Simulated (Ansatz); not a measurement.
Ir:

```
Ir
1.0
     2.75138    0.00000    0.00000
    -1.37569    2.38276    0.00000
     0.00000    0.00000    4.46229
Ir
2
Direct
  0.33333 0.66667 0.25000
  0.66667 0.33333 0.75000
```

This isn't the form of Ir at room conditions, which is fcc.

Base run:

| Item | Value |
| --- | --- |
| Program | Ansatz 0.2.0 |
| Functional | LDA |
| Potentials or basis | all-electron LAPW, scalar-relativistic |
| Cutoff | 277 eV |
| Density cutoff | 1107 eV |
| Basis error allowed | 0.001 eV/atom |
| k mesh | 11 × 11 × 6 |
| Occupations | fermi-dirac, width 0.05 eV |
| Spin | no spin polarisation |

Its results: pressure -17.8 GPa.

After a change of settings the same cell gave: pressure -17.0 GPa. Which change was it?
A. functional from LDA to PBEsol
B. functional from LDA to PBEsol; k mesh from 11 × 11 × 6 to 8 × 8 × 4
C. k mesh from 11 × 11 × 6 to 8 × 8 × 5
D. functional from LDA to PBEsol; potentials or basis from all-electron LAPW, scalar-relativistic to all-electron LAPW, non-relativistic

C.

Caveats: the k mesh is thin for a metal, which can move the energy by tens of meV per atom (some runs).

Not every run made on this cell is shown here.
